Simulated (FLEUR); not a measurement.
Crystal: BaTiO3 (Barioperovskite).

```
CELL_PARAMETERS angstrom
3.98550 0.00000 0.00000
0.00000 2.83690 2.84515
0.00000 -2.83690 2.84515
ATOMIC_POSITIONS crystal
Ba 0.00000 0.00000 0.00000
Ti 0.50000 0.51240 0.51240
O 0.50000 0.99184 0.50524
O 0.50000 0.50524 0.99184
O 0.00000 0.48740 0.48740
```

Base run:

```yaml
Program: FLEUR MaX-R8.1 (later development tree)
Functional: r2SCAN
Potentials_or_basis: all-electron
Basis: FLAPW
Kmax: 5.19 1/bohr
k_mesh: 7 × 7 × 7
Occupations: fermi-dirac, width 0.05 eV
Spin: no spin polarisation
```

Its results: band gap on the k mesh 2.32 eV, indirect (least direct gap 2.44 eV).

Question: The run is repeated on the same cell with these changes: functional from r2SCAN to LDA. What comes out?

Answer: Band gap on the k mesh 1.89 eV, indirect (least direct gap 1.98 eV).

r2SCAN gives the wider gap, since meta-GGAs in the generalised Kohn-Sham scheme recover part of the derivative discontinuity.

Caveats: spin-orbit coupling is left out, which moves the levels of the heavy elements; an odd mesh through Γ misses points on the zone boundary, where band edges often lie; the meta-GGA is that of a development version, with a GGA for the radial functions and cores and without core tails (some runs).
